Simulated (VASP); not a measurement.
# Si (Fd-3m) in VASP: further runs

The runs below take Si through band structure, with PBEsol, HSE06, PBE0.

Everything below comes from runs of VASP 6.6.1. Logs are shortened: lines on timing, memory, paths and dates and some standing lists are left out, and cuts for length are marked.

## 1. The structure

The structure is cubic, space group Fd-3m (No. 227). The conventional cell has a = 5.436 Å, b = 5.436 Å, c = 5.436 Å, α = 90.00°, β = 90.00°, γ = 90.00°. Around Si (site symmetry -43m) lie 4 Si at 2.35 Å.

## 2. Band structure, PBEsol

INCAR reads:

```
SYSTEM = Si
PREC     = Accurate       ! precision mode
ENCUT    = 520            ! plane-wave cutoff, eV
EDIFF    = 1E-7           ! SCF threshold, eV
ISMEAR   = 0              ! smearing method
SIGMA    = 0.03           ! smearing width, eV
LREAL    = .False.        ! projectors in reciprocal space
LASPH    = .True.         ! aspherical terms in the spheres
NELM     = 80             ! most SCF steps
ALGO     = Normal         ! electronic algorithm
ISIF     = 2              ! what is computed and relaxed
LWAVE    = .False.        ! write WAVECAR
LCHARG   = .False.        ! write CHGCAR
GGA      = PS             ! functional
NBANDS   = 11             ! bands
KPAR     = 4
```

KPOINTS reads:

```
Automatic mesh
0
Gamma
  6 6 6
  0 0 0
```

POSCAR reads:

```
Si                                      
1.0
    0.0000000000      2.7178477094      2.7178477094
    2.7178477094      0.0000000000      2.7178477094
    2.7178477094      2.7178477094      0.0000000000
  Si            
     2
Direct
     0.7500000000000000    0.7500000000000000    0.7500000000000000
     0.5000000000000000    0.5000000000000000    0.5000000000000000
```

KPOINTS_OPT reads:

```
explicit points
9
Reciprocal
 0.0000000000  0.0000000000  0.0000000000 1
 0.3750000000  0.3750000000  0.7500000000 1
 0.5000000000  0.5000000000  0.5000000000 1
 0.6250000000  0.2500000000  0.6250000000 1
 0.5000000000  0.2500000000  0.7500000000 1
 0.5000000000  0.0000000000  0.5000000000 1
 0.4000000000  0.0000000000  0.4000000000 1
 0.4250000000  0.0000000000  0.4250000000 1
 0.4500000000  0.0000000000  0.4500000000 1
```

Potentials or basis: VASP PAW PBE potentials, release 64 (Si).

Started as:

```bash
cat potpaw_PBE.64/Si/POTCAR > POTCAR
mpirun -np 4 vasp_std > vasp.out
```

OUTCAR:

```text
SYSTEM = Si
   PREC = Accurate
   ENCUT = 520
   EDIFF = 1E-7
   ISMEAR = 0
   LREAL = .False.
   LASPH = .True.
   NELM = 80
   ISIF = 2
   GGA = PS

 ion  position               nearest neighbor table
   1  0.750  0.750  0.750-   2 2.35   2 2.35   2 2.35   2 2.35
   2  0.500  0.500  0.500-   1 2.35   1 2.35   1 2.35   1 2.35

  LATTYP: Found a face centered cubic cell.
 ALAT       =     5.4356954188

  Lattice vectors:

 A1 = (   0.0000000000,   2.7178477094,   2.7178477094)
 A2 = (   2.7178477094,   0.0000000000,   2.7178477094)
 A3 = (   2.7178477094,   2.7178477094,   0.0000000000)

Analysis of symmetry for initial positions (statically):
=====================================================================
 Subroutine PRICEL returns:
 Original cell was already a primitive cell.

 Routine SETGRP: Setting up the symmetry group for a
 face centered cubic supercell.

 Subroutine GETGRP returns: Found 48 space group operations
 (whereof 24 operations were pure point group operations)
 out of a pool of 48 trial point group operations.

The static configuration has the point symmetry T_d .
 The point group associated with its full space group is O_h .

Analysis of symmetry for dynamics (positions and initial velocities):
=====================================================================
 Subroutine PRICEL returns:
 Original cell was already a primitive cell.

 Routine SETGRP: Setting up the symmetry group for a
 face centered cubic supercell.

 Subroutine GETGRP returns: Found 48 space group operations
 (whereof 24 operations were pure point group operations)
 out of a pool of 48 trial point group operations.

The dynamic configuration has the point symmetry T_d .
 The point group associated with its full space group is O_h .

 Subroutine INISYM returns: Found 48 space group operations
 (whereof 24 operations are pure point group operations),
 and found     1 'primitive' translations

----------------------------------------------------------------------------------------

                                     Primitive cell

  volume of cell :      40.1518

  direct lattice vectors                    reciprocal lattice vectors
     0.000000000  2.717847709  2.717847709    -0.183969101  0.183969101  0.183969101
     2.717847709  0.000000000  2.717847709     0.183969101 -0.183969101  0.183969101
     2.717847709  2.717847709  0.000000000     0.183969101  0.183969101 -0.183969101

  length of vectors
     3.843617091  3.843617091  3.843617091     0.318643830  0.318643830  0.318643830

  position of ions in fractional coordinates (direct lattice)
     0.750000000  0.750000000  0.750000000
     0.500000000  0.500000000  0.500000000

  ion indices of the primitive-cell ions
   primitive index   ion index
                 1           1
                 2           2

----------------------------------------------------------------------------------------

 KPOINTS: Automatic mesh

Automatic generation of k-mesh.
 Grid dimensions read from file:
 generate k-points for:    6    6    6

 Generating k-lattice:

  Cartesian coordinates                     Fractional coordinates (reciprocal lattice)
    -0.030661517  0.030661517  0.030661517     0.166666667  0.000000000  0.000000000
     0.030661517 -0.030661517  0.030661517     0.000000000  0.166666667  0.000000000
     0.030661517  0.030661517 -0.030661517     0.000000000  0.000000000  0.166666667

  Length of vectors
     0.053107305  0.053107305  0.053107305

  Shift w.r.t. Gamma in fractional coordinates (k-lattice)
     0.000000000  0.000000000  0.000000000

 Subroutine IBZKPT returns following result:
 ===========================================

 Found     16 irreducible k-points:

 Following reciprocal coordinates:
            Coordinates               Weight
  0.000000  0.000000  0.000000      1.000000
  0.166667  0.000000  0.000000      8.000000
  0.333333  0.000000  0.000000      8.000000
  0.500000  0.000000  0.000000      4.000000
  0.166667  0.166667  0.000000      6.000000
  0.333333  0.166667  0.000000     24.000000
[... 8 lines left out ...]
 -0.333333  0.333333  0.166667     24.000000
 -0.333333  0.500000  0.166667     12.000000
   k-points           NKPTS =     16   k-points in BZ     NKDIM =     16   number of bands    NBANDS=     11
   number of dos      NEDOS =    301   number of ions     NIONS =      2
   total plane-waves  NPLWV =  27000
   dimension x,y,z NGX =    30 NGY =   30 NGZ =   30
   dimension x,y,z NGXF=    60 NGYF=   60 NGZF=   60
   ions per type =               2
   NGX,Y,Z   is equivalent  to a cutoff of  12.98, 12.98, 12.98 a.u.
   NGXF,Y,Z  is equivalent  to a cutoff of  25.95, 25.95, 25.95 a.u.
 SYSTEM =  Si
   PREC   = accura    normal or accurate (medium, high low for compatibility)
   ISTART =      0    job   : 0-new  1-cont  2-samecut
   ICHARG =      2    charge: 1-file 2-atom 10-const
   ISPIN  =      1    spin polarized calculation?
   LNONCOLLINEAR =      F non collinear calculations
   LSORBIT =      F    spin-orbit coupling
   LASPH  =      T    aspherical Exc in radial PAW
   ENCUT  =  520.0 eV  38.22 Ry    6.18 a.u.   7.15  7.15  7.15*2*pi/ulx,y,z
   NELM   =     80;   NELMIN=  2; NELMDL= -5     # of ELM steps
   EDIFF  = 0.1E-06   stopping-criterion for ELM
   LREAL  =      F    real-space projection
   EDIFFG = 0.1E-05   stopping-criterion for IOM
   NSW    =      0    number of steps for IOM
   IBRION =     -1    ionic relax: 0-MD 1-quasi-New 2-CG
   NFREE  =      0    steps in history (QN), initial steepest desc. (CG)
   ISIF   =      2    stress and relaxation
   ISYM   =      2    0-nonsym 1-usesym 2-fastsym
   POTIM  = 0.5000    time-step for ionic-motion
   TEBEG  =    0.0;   TEEND  =   0.0 temperature during run
   PSTRESS=    0.0 pullay stress
   NELECT =       8.0000    total number of electrons
   NUPDOWN=      -1.0000    fix difference up-down
   EMIN   =  10.00;   EMAX   =-10.00  energy-range for DOS
   EFERMI =   0.00;   METHOD = LEGACY
   ISMEAR =     0;   SIGMA  =   0.03  broadening in eV -4-tet -1-fermi 0-gaus
   EFERMI_NEDOS =   21; number of points for ismear=-14 and -15
   IALGO  =     38    algorithm
   IMIX   =      4    mixing-type and parameters
     AMIX     =   0.40;   BMIX     =  1.00
     AMIX_MAG =   1.60;   BMIX_MAG =  1.00
  volume/ion in A,a.u.               =      20.08       135.48
  Fermi-wavevector in a.u.,A,eV,Ry     =   0.956173  1.806905 12.439349  0.914266
  Thomas-Fermi vector in A             =   2.085077
   LORBIT       =      0    0 simple, 1 ext, 2 COOP (PROOUT), +10 PAW based schemes
   GGA     = PS    functional components
   LHFCALC =     F    Hartree Fock is set to
   AEXX    =    0.0000 exact exchange contribution
   IVDW    =     0    specifies the selected vdW correction
   LEPSILON=     F    determine dielectric tensor
   LRPA    =     F    only Hartree local field effects (RPA)
 non-spin polarized calculation
 Gauss-broadening in eV      SIGMA  =   0.03
  energy-cutoff  :      520.00
  volume of cell :       40.15
 maximum number of plane-waves:      1106
 NGX is ok and might be reduce to    30
   NGX = 15   NGY = 15   NGZ = 15

 number of electron       8.0000001 magnetization

 Free energy of the ion-electron system (eV)
  ---------------------------------------------------
  ext. energy  EPLUGINS =         0.00000000
  ---------------------------------------------------
  free energy    TOTEN  =       -11.46760255 eV

  energy without entropy =      -11.46760255  energy(sigma->0) =      -11.46760255

 E-fermi :   5.9342     XC(G=0):  -9.5390

 val. band max:        5.7709002856   @ k =   0.0000   0.0000   0.0000
 cond. band min:       6.3606598122   @ k =   0.5000   0.5000   0.0000
 fundamental gap:      0.5897595265
 Fermi energy:         5.9342069511

 k-point     1 :       0.0000    0.0000    0.0000
  band No.  band energies     occupation
      1      -6.2026      2.00000
      2       5.7709      2.00000
      3       5.7709      2.00000
      4       5.7709      2.00000
      5       8.2831      0.00000
      6       8.2831      0.00000
      7       8.2831      0.00000
      8       9.0636      0.00000
      9      13.4533      0.00000
     10      13.4533      0.00000
     11      13.4667      0.00000

 k-point     2 :       0.1667    0.0000    0.0000
  band No.  band energies     occupation
      1      -5.8408      2.00000
      2       3.3728      2.00000
      3       5.3164      2.00000
      4       5.3164      2.00000
      5       8.0495      0.00000
      6       8.9333      0.00000
      7       8.9333      0.00000
      8      11.1517      0.00000
      9      12.7896      0.00000
     10      12.7896      0.00000
     11      14.6254      0.00000

 k-point     3 :       0.3333    0.0000    0.0000
  band No.  band energies     occupation
      1      -4.8220      2.00000
      2       0.4111      2.00000
      3       4.7662      2.00000
      4       4.7662      2.00000
      5       7.4514      0.00000
      6       9.2153      0.00000
      7       9.2153      0.00000
      8      13.4662      0.00000
      9      13.6886      0.00000
     10      13.6886      0.00000
     11      14.7235      0.00000

 k-point     4 :       0.5000    0.0000    0.0000
  band No.  band energies     occupation
      1      -3.8590      2.00000
      2      -1.2338      2.00000
      3       4.5689      2.00000
      4       4.5689      2.00000
      5       7.2245      0.00000
      6       9.0404      0.00000
      7       9.0404      0.00000
      8      13.2756      0.00000
      9      16.2706      0.00000
     10      16.2706      0.00000
     11      16.9698      0.00000

 k-point     5 :       0.1667    0.1667    0.0000
  band No.  band energies     occupation
      1      -5.7177      2.00000
      2       3.7276      2.00000
      3       4.5655      2.00000
      4       4.5655      2.00000
      5       7.3920      0.00000
      6       9.9828      0.00000
      7      10.0740      0.00000
      8      10.0740      0.00000
      9      12.3071      0.00000
     10      13.9903      0.00000
     11      15.2972      0.00000
[... 99 lines left out ...]
 k-point    13 :       0.5000    0.5000    0.0000
  band No.  band energies     occupation
      1      -2.0509      2.00000
      2      -2.0509      2.00000
      3       2.9017      2.00000
      4       2.9017      2.00000
      5       6.3607      0.00000
      6       6.3607      0.00000
      7      15.8096      0.00000
      8      15.8096      0.00000
      9      16.6938      0.00000
     10      16.6938      0.00000
     11      18.2494      0.00000

 k-point    14 :       0.5000    0.3333    0.1667
  band No.  band energies     occupation
      1      -3.9075      2.00000
      2       0.1227      2.00000
      3       2.1597      2.00000
      4       3.4511      2.00000
      5       8.5416      0.00000
      6       9.3772      0.00000
      7       9.9394      0.00000
      8      12.7795      0.00000
      9      14.7031      0.00000
     10      15.5867      0.00000
     11      18.7019      0.00000

 k-point    15 :      -0.3333    0.3333    0.1667
  band No.  band energies     occupation
      1      -2.9159      2.00000
      2      -1.0831      2.00000
      3       1.7172      2.00000
      4       2.9777      2.00000
      5       9.0273      0.00000
      6       9.2522      0.00000
      7      11.7812      0.00000
      8      12.2142      0.00000
      9      13.2658      0.00000
     10      16.8024      0.00000
     11      17.6419      0.00000

 k-point    16 :      -0.3333    0.5000    0.1667
  band No.  band energies     occupation
      1      -1.9274      2.00000
      2      -1.9274      2.00000
      3       2.0839      2.00000
      4       2.0839      2.00000
      5       8.4234      0.00000
      6       8.4234      0.00000
      7      12.4585      0.00000
      8      12.4585      0.00000
      9      16.2820      0.00000
     10      16.2820      0.00000
     11      18.6492      0.00000

------------------------ aborting loop because EDIFF is reached ----------------------------------------

  FORCE on cell =-STRESS in cart. coord.  units (eV):
  Direction    XX          YY          ZZ          XY          YZ          ZX
  --------------------------------------------------------------------------------------
  -------------------------------------------------------------------------------------
  Total        0.0187027      0.0187027      0.0187027      0.0000000      0.0000000      0.0000000
  in kB        0.7462916      0.7462916      0.7462916      0.0000000      0.0000000      0.0000000
  external PRESSURE =       0.7462916 kB  Pullay stress =       0.0000000 kB

 VOLUME and BASIS-vectors are now :
 -----------------------------------------------------------------------------
  energy-cutoff  :      520.00
  volume of cell :       40.15
      direct lattice vectors                 reciprocal lattice vectors
     0.000000000  2.717847709  2.717847709    -0.183969101  0.183969101  0.183969101
     2.717847709  0.000000000  2.717847709     0.183969101 -0.183969101  0.183969101
     2.717847709  2.717847709  0.000000000     0.183969101  0.183969101 -0.183969101

 POSITION                                       TOTAL-FORCE (eV/Angst)
 -----------------------------------------------------------------------------------
      4.07677      4.07677      4.07677         0.000000      0.000000      0.000000
      2.71785      2.71785      2.71785        -0.000000     -0.000000     -0.000000
 -----------------------------------------------------------------------------------
    total drift:                                0.000000     -0.000000     -0.000000

  FREE ENERGIE OF THE ION-ELECTRON SYSTEM (eV)
  ---------------------------------------------------
  free  energy   TOTEN  =       -11.4676025506 eV

  energy  without entropy=      -11.4676025506  energy(sigma->0) =      -11.46760255
```

Wall time 8.8 s (4 MPI ranks of Intel Xeon Platinum 8375C at 2.90GHz (Ice Lake), shared host); peak memory 0.15 GiB.

Results:

| Property | Result |
| --- | --- |
| Free energy | -11.4676 eV |
| Pressure | 0.1 GPa |
| Band gap on the k mesh | 0.59 eV, indirect (least direct gap 2.51 eV) |
| Band gap along the path | 0.46 eV, indirect (least direct gap 2.51 eV) |

Caveat: the PAW data sets were made with another functional, which shifts forces and pressure a little; the mesh misses the band edges, which the band path finds closer together. As with any semilocal functional, this PBEsol gap is likely too small.

## 3. Band structure, HSE06

POSCAR is that of step 2.

INCAR.step1 reads:

```
SYSTEM = Si
PREC     = Accurate       ! precision mode
ENCUT    = 520            ! plane-wave cutoff, eV
EDIFF    = 1E-5           ! SCF threshold, eV
ISMEAR   = 0              ! smearing method
SIGMA    = 0.03           ! smearing width, eV
LREAL    = .False.        ! projectors in reciprocal space
LASPH    = .True.         ! aspherical terms in the spheres
NELM     = 80             ! most SCF steps
ALGO     = Normal         ! electronic algorithm
ISIF     = 2              ! what is computed and relaxed
LWAVE    = .True.         ! write WAVECAR
LCHARG   = .False.        ! write CHGCAR
NBANDS   = 11             ! bands
KPAR     = 4            
GGA      = PE             ! functional
```

INCAR.step2 reads:

```
SYSTEM = Si
PREC     = Accurate       ! precision mode
ENCUT    = 520            ! plane-wave cutoff, eV
EDIFF    = 1E-7           ! SCF threshold, eV
ISMEAR   = 0              ! smearing method
SIGMA    = 0.03           ! smearing width, eV
LREAL    = .False.        ! projectors in reciprocal space
LASPH    = .True.         ! aspherical terms in the spheres
NELM     = 80             ! most SCF steps
ALGO     = Normal         ! electronic algorithm
ISIF     = 2              ! what is computed and relaxed
LWAVE    = .False.        ! write WAVECAR
LCHARG   = .False.        ! write CHGCAR
GGA      = PE             ! functional
LHFCALC  = .True.         ! exact exchange
HFSCREEN = 0.2            ! screening, 1/A
PRECFOCK = Fast         
NBANDS   = 11             ! bands
KPAR     = 4            
ISTART   = 1
```

KPOINTS is that of step 2.

KPOINTS_OPT is that of step 2.

Potentials or basis: VASP PAW PBE potentials, release 64 (Si).

Started as:

```bash
cat potpaw_PBE.64/Si/POTCAR > POTCAR
cp INCAR.step1 INCAR
mpirun -np 4 vasp_std > vasp.out
cp INCAR.step2 INCAR
mpirun -np 4 vasp_std > vasp.out
```

Run time: 2.5 min. Hardware: 4 MPI ranks of Intel Xeon Platinum 8375C at 2.90GHz (Ice Lake), shared host; peak memory 0.27 GiB.

The run converged. Its results:

```yaml
Free_energy: -12.5677 eV
Pressure: -0.1 GPa
Band_gap_on_the_k_mesh: 1.31 eV, indirect (least direct gap 3.34 eV)
Band_gap_along_the_path: 1.16 eV, indirect (least direct gap 3.34 eV)
```

Levels at points of the mesh, in eV from the valence-band top:
| k point | band 1 | band 2 | band 3 | band 4 | band 5 | band 6 | band 7 | band 8 | band 9 |
| --- | --- | --- | --- | --- | --- | --- | --- | --- | --- |
| (0.00, 0.00, 0.00) | -13.28 | 0.00 | 0.00 | 0.00 | 3.34 | 3.34 | 3.34 | 4.31 | 8.80 |
| (0.50, 0.00, 0.00) | -10.69 | -7.71 | -1.31 | -1.31 | 2.25 | 4.16 | 4.16 | 8.64 | 11.82 |
| (0.50, 0.50, 0.00) | -8.67 | -8.67 | -3.13 | -3.13 | 1.31 | 1.31 | 11.49 | 11.49 | 12.25 |

Caveat: the PAW data sets were made with another functional, which shifts forces and pressure a little; the mesh misses the band edges, which the band path finds closer together.

## 4. Band structure, PBE0

POSCAR is that of step 3.

INCAR.step1 is that of step 3.

Edit INCAR.step2 of step 3 so:

```diff
@@ -15,4 +15,5 @@
 LHFCALC  = .True.         ! exact exchange
-HFSCREEN = 0.2            ! screening, 1/A
+AEXX     = 0.25           ! exact-exchange fraction
 PRECFOCK = Fast         
+HFRCUT   = -1           
 NBANDS   = 11             ! bands
```

KPOINTS is that of step 3.

KPOINTS_OPT is that of step 3.

Started as:

```bash
cat potpaw_PBE.64/Si/POTCAR > POTCAR
cp INCAR.step1 INCAR
mpirun -np 4 vasp_std > vasp.out
cp INCAR.step2 INCAR
mpirun -np 4 vasp_std > vasp.out
```

Run time: 2.9 min. Hardware: 4 MPI ranks of Intel Xeon Platinum 8375C at 2.90GHz (Ice Lake), shared host; peak memory 0.19 GiB.

Results (log left out):

| Property | Result |
| --- | --- |
| Free energy | -13.5521 eV |
| Pressure | -0.3 GPa |
| Band gap on the k mesh | 1.96 eV, indirect (least direct gap 3.99 eV) |
| Band gap along the path | 1.81 eV, indirect (least direct gap 3.99 eV) |

Levels at points of the mesh, in eV from the valence-band top:
```
           k point  band 2  band 3  band 4  band 5  band 6  band 7
(0.00, 0.00, 0.00)    0.00    0.00    0.00    3.99    3.99    3.99
(0.50, 0.00, 0.00)   -7.80   -1.34   -1.34    2.89    4.83    4.83
(0.50, 0.50, 0.00)   -8.76   -3.18   -3.18    1.96    1.96   12.20
```

Caveat: the PAW data sets were made with another functional, which shifts forces and pressure a little; the mesh misses the band edges, which the band path finds closer together.

## 5. Overview

| level | screening parameter | exchange at q = 0 | gap on the mesh (eV) | pressure (GPa) |
| --- | --- | --- | --- | --- |
| PBEsol | - | - | 0.59 | 0.1 |
| HSE06 | 0.2 1/A | - | 1.31 | -0.1 |
| PBE0 | - | truncated | 1.96 | -0.3 |

Alike in all rows: task band structure; potentials or basis VASP PAW PBE potentials, release 64 (Si); no spin polarisation; cell as given; k mesh 6 × 6 × 6; cutoff (eV) 520; smearing gaussian 0.03 eV.

On the cell as given the gap runs from 0.46 eV (PBEsol) to 1.81 eV (PBE0). The pressure there spans -0.3 GPa (PBE0) to 0.1 GPa (PBEsol); a positive pressure means that this level wants a larger cell, a negative one a smaller.

Caveats: the PAW data sets were made with another functional, which shifts forces and pressure a little; the mesh misses the band edges, which the band path finds closer together.

Total energies depend on the potentials used, so only differences within one code and one set of settings carry meaning.
